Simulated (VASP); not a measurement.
# InP (F-43m) in VASP: a series of runs, part 2 of 3

VASP 6.6.1. The steps go on from the part before.

**3. Single point, PBE**

This run uses another cell than the first one, of 24.66 Å³/atom, 1.043 times its volume.

Contents of INCAR:

```
ALGO = Normal ; EDIFF = 1E-6
ENCUT = 500 ; GGA = PE
GGA_COMPAT = False ; ISIF = 2
ISMEAR = 0 ; LASPH = True
LCHARG = False ; LREAL = False
LWAVE = False ; NBANDS = 16
NELM = 120 ; PREC = Accurate
SIGMA = 0.01
```

Contents of KPOINTS:

```
k-points
0
Gamma
  6 6 6
```

Contents of POSCAR:

```
InP
1.0
    0.0000000000      2.9108316221      2.9108316221
    2.9108316221      0.0000000000      2.9108316221
    2.9108316221      2.9108316221      0.0000000000
In P
1 1
Direct
    0.0000000000      0.0000000000      0.0000000000
    0.2500000000      0.2500000000      0.2500000000
```

Potentials or basis: VASP PAW PBE potentials, release 64 (In_d, P).

Launch:

```bash
> cat potpaw_PBE.64/In_d/POTCAR potpaw_PBE.64/P/POTCAR > POTCAR
> mpirun -np 1 vasp_std > vasp.out
```

Wall time 13 s (1 thread of AMD EPYC 7R43 (Zen 3), shared host); peak memory 0.13 GiB.

It converged, with:

| Property | Result |
| --- | --- |
| Free energy | -8.3444 eV |
| Pressure | 4.9 GPa |
| Band gap on the k mesh | 0.82 eV, direct |

Levels at points of the mesh, in eV from the valence-band top:
```
           k point  band 6  band 7  band 8  band 9  band 10  band 11  band 12  band 13
(0.00, 0.00, 0.00)  -11.66    0.00    0.00    0.00     0.82     4.09     4.09     4.09
(0.50, 0.00, 0.00)   -9.87   -5.84   -1.00   -1.00     1.55     4.81     4.81     7.14
(0.50, 0.50, 0.00)   -9.19   -5.84   -2.39   -2.39     1.72     2.26     9.34     9.73
```

Caveat: spin-orbit coupling is left out, which moves the levels of the heavy elements.

**4. Single point, PBE**

This run uses another cell than the first one, of 25.67 Å³/atom, 1.085 times its volume.

Contents of INCAR:

```
SYSTEM = InP
PREC = Accurate ; ENCUT = 500
EDIFF = 1E-6 ; ISMEAR = 0
SIGMA = 0.01 ; LREAL = .FALSE.
LASPH = .TRUE. ; NELM = 120
ALGO = Normal ; ISIF = 2
LWAVE = .FALSE. ; LCHARG = .FALSE.
GGA = PE ; NBANDS = 16
GGA_COMPAT = .FALSE.
```

Contents of KPOINTS:

```
regular mesh
0
G
  6 6 6
  0 0 0
```

Contents of POSCAR:

```
InP
1.0
    0.0000000000      2.9499078504      2.9499078504
    2.9499078504      0.0000000000      2.9499078504
    2.9499078504      2.9499078504      0.0000000000
In P
1 1
Direct
    0.0000000000      0.0000000000      0.0000000000
    0.2500000000      0.2500000000      0.2500000000
```

Potentials or basis: VASP PAW PBE potentials, release 64 (In_d, P).

Launch:

```bash
> cat potpaw_PBE.64/In_d/POTCAR potpaw_PBE.64/P/POTCAR > POTCAR
> mpirun -np 1 vasp_std > vasp.out
```

OUTCAR:

```text
SYSTEM = InP
   PREC = Accurate
   ENCUT = 500
   EDIFF = 1E-6
   ISMEAR = 0
   LREAL = .FALSE.
   LASPH = .TRUE.
   NELM = 120
   ISIF = 2
   GGA = PE

 ion  position               nearest neighbor table
   1  0.000  0.000  0.000-   2 2.55   2 2.55   2 2.55   2 2.55
   2  0.250  0.250  0.250-   1 2.55   1 2.55   1 2.55   1 2.55

  LATTYP: Found a face centered cubic cell.
 ALAT       =     5.8998157008

  Lattice vectors:

 A1 = (   0.0000000000,   2.9499078504,   2.9499078504)
[... 478 lines left out ...]

------------------------ aborting loop because EDIFF is reached ----------------------------------------

  FORCE on cell =-STRESS in cart. coord.  units (eV):
  Direction    XX          YY          ZZ          XY          YZ          ZX
  --------------------------------------------------------------------------------------
  -------------------------------------------------------------------------------------
  Total        0.5969575      0.5969575      0.5969575     -0.0000000     -0.0000000      0.0000000
  in kB       18.6293914     18.6293914     18.6293914     -0.0000000     -0.0000000      0.0000000
  external PRESSURE =      18.6293914 kB  Pullay stress =       0.0000000 kB

 VOLUME and BASIS-vectors are now :
 -----------------------------------------------------------------------------
  energy-cutoff  :      500.00
  volume of cell :       51.34
      direct lattice vectors                 reciprocal lattice vectors
     0.000000000  2.949907850  2.949907850    -0.169496820  0.169496820  0.169496820
     2.949907850  0.000000000  2.949907850     0.169496820 -0.169496820  0.169496820
     2.949907850  2.949907850  0.000000000     0.169496820  0.169496820 -0.169496820

 POSITION                                       TOTAL-FORCE (eV/Angst)
 -----------------------------------------------------------------------------------
      0.00000      0.00000      0.00000        -0.000000     -0.000000     -0.000000
      1.47495      1.47495      1.47495         0.000000      0.000000      0.000000
 -----------------------------------------------------------------------------------
    total drift:                                0.000000      0.000000     -0.000000

  FREE ENERGIE OF THE ION-ELECTRON SYSTEM (eV)
  ---------------------------------------------------
  free  energy   TOTEN  =        -8.3864851708 eV

  energy  without entropy=       -8.3864851708  energy(sigma->0) =       -8.38648517
```

Run time: 12 s. Hardware: 1 thread of AMD EPYC 7R43 (Zen 3), shared host; peak memory 0.13 GiB.

What came out:

```
Free energy            : -8.3865 eV
Pressure               : 1.9 GPa
Band gap on the k mesh : 0.60 eV, direct
```

Caveat: spin-orbit coupling is left out, which moves the levels of the heavy elements.

**5. Single point, PBE**

This run uses another cell than the first one, of 26.17 Å³/atom, 1.106 times its volume.

Contents of INCAR:

```
ALGO = Normal
EDIFF = 1E-6
ENCUT = 500
GGA = PE
GGA_COMPAT = False
ISIF = 2
ISMEAR = 0
LASPH = True
LCHARG = True
LELF = True
LREAL = False
LVHAR = True
LWAVE = False
NBANDS = 16
NELM = 120
PREC = Accurate
SIGMA = 0.01
```

Contents of KPOINTS:

```
k-points
0
Gamma
  6 6 6
```

Contents of POSCAR:

```
InP
1.0
    0.0000000000      2.9690636329      2.9690636329
    2.9690636329      0.0000000000      2.9690636329
    2.9690636329      2.9690636329      0.0000000000
In P
1 1
Direct
    0.0000000000      0.0000000000      0.0000000000
    0.2500000000      0.2500000000      0.2500000000
```

Potentials or basis: VASP PAW PBE potentials, release 64 (In_d, P).

Launch:

```bash
> cat potpaw_PBE.64/In_d/POTCAR potpaw_PBE.64/P/POTCAR > POTCAR
> mpirun -np 1 vasp_std > vasp.out
```

OUTCAR:

```text
EDIFF = 1E-6
   ENCUT = 500
   GGA = PE
   ISIF = 2
   ISMEAR = 0
   LASPH = True
   LREAL = False
   NELM = 120
   PREC = Accurate

 ion  position               nearest neighbor table
   1  0.000  0.000  0.000-   2 2.57   2 2.57   2 2.57   2 2.57
   2  0.250  0.250  0.250-   1 2.57   1 2.57   1 2.57   1 2.57

  LATTYP: Found a face centered cubic cell.
 ALAT       =     5.9381272658

  Lattice vectors:

 A1 = (   0.0000000000,   2.9690636329,   2.9690636329)
[... 480 lines left out ...]
------------------------ aborting loop because EDIFF is reached ----------------------------------------

  FORCE on cell =-STRESS in cart. coord.  units (eV):
  Direction    XX          YY          ZZ          XY          YZ          ZX
  --------------------------------------------------------------------------------------
  -------------------------------------------------------------------------------------
  Total        0.1937957      0.1937957      0.1937957     -0.0000000      0.0000000      0.0000000
  in kB        5.9315222      5.9315222      5.9315222     -0.0000000      0.0000000      0.0000000
  external PRESSURE =       5.9315222 kB  Pullay stress =       0.0000000 kB

 VOLUME and BASIS-vectors are now :
 -----------------------------------------------------------------------------
  energy-cutoff  :      500.00
  volume of cell :       52.35
      direct lattice vectors                 reciprocal lattice vectors
     0.000000000  2.969063633  2.969063633    -0.168403262  0.168403262  0.168403262
     2.969063633  0.000000000  2.969063633     0.168403262 -0.168403262  0.168403262
     2.969063633  2.969063633  0.000000000     0.168403262  0.168403262 -0.168403262

 POSITION                                       TOTAL-FORCE (eV/Angst)
 -----------------------------------------------------------------------------------
      0.00000      0.00000      0.00000         0.000000      0.000000      0.000000
      1.48453      1.48453      1.48453        -0.000000     -0.000000     -0.000000
 -----------------------------------------------------------------------------------
    total drift:                               -0.000000     -0.000000     -0.000000

  FREE ENERGIE OF THE ION-ELECTRON SYSTEM (eV)
  ---------------------------------------------------
  free  energy   TOTEN  =        -8.3944241601 eV

  energy  without entropy=       -8.3944241601  energy(sigma->0) =       -8.39442416
```

stdout:

```text
POSCAR found type information on POSCAR InP
 POSCAR found :  2 types and       2 ions
 scaLAPACK will be used
 LDA part: xc-table for (Slater+PW92), standard interpolation
 POSCAR, INCAR and KPOINTS ok, starting setup
 FFT: planning ... GRIDC
 FFT: planning ... GRID_SOFT
 FFT: planning ... GRID
 WAVECAR not read
 entering main loop
```

It took 14 s on 1 thread of AMD EPYC 7R43 (Zen 3), shared host; peak memory 0.14 GiB.

What came out:

```yaml
Free_energy: -8.3944 eV
Pressure: 0.6 GPa
Band_gap_on_the_k_mesh: 0.50 eV, direct
```

Caveat: spin-orbit coupling is left out, which moves the levels of the heavy elements.

(Part 2 of 3 ends here.)
